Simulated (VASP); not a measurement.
Runs of VASP 6.6.1 on RuS2 (Laurite). Symmetry: Pa-3, No. 205, cubic system. Conventional cell: a = 5.611 Å, b = 5.611 Å, c = 5.611 Å, α = 90.00°, β = 90.00°, γ = 90.00°. Around Ru (site symmetry -3) lie 6 S at 2.35 Å. Around S (site symmetry 3) lie 1 S at 2.17 Å and 3 Ru at 2.35 Å. 

```tsv
task	level	potentials or basis	cell	k mesh	cutoff (eV)	ladder	gap on the mesh (eV)	pressure (GPa)	relaxed volume (Å³/atom)
relaxation of cell and atoms	LDA	VASP PAW LDA potentials, release 64 (Ru_pv, S)	relaxed	4 × 4 × 4	600	gaps	(b)	0.0	14.25
relaxation of cell and atoms	PBE+D3(BJ)	VASP PAW PBE potentials, release 64 (Ru_pv, S)	relaxed	4 × 4 × 4	600	gaps	0.61	0.0	(a)
relaxation of cell and atoms	PBE	VASP PAW PBE potentials, release 64 (Ru_pv, S)	relaxed	4 × 4 × 4	600	gaps	0.62	0.0	15.00
dielectric tensor	LDA	VASP PAW LDA potentials, release 64 (Ru_pv, S)	as given	6 × 6 × 6	520	free	0.71	-	-
```

Alike in all rows: no spin polarisation; smearing gaussian 0.02 eV.

Problem. Fill in the values left out.

Solution. (a) 14.59; (b) 0.50.

A k mesh can miss the band edges, and the runs leave out spin-orbit coupling on Ru.

Not every run made on this cell is shown here.
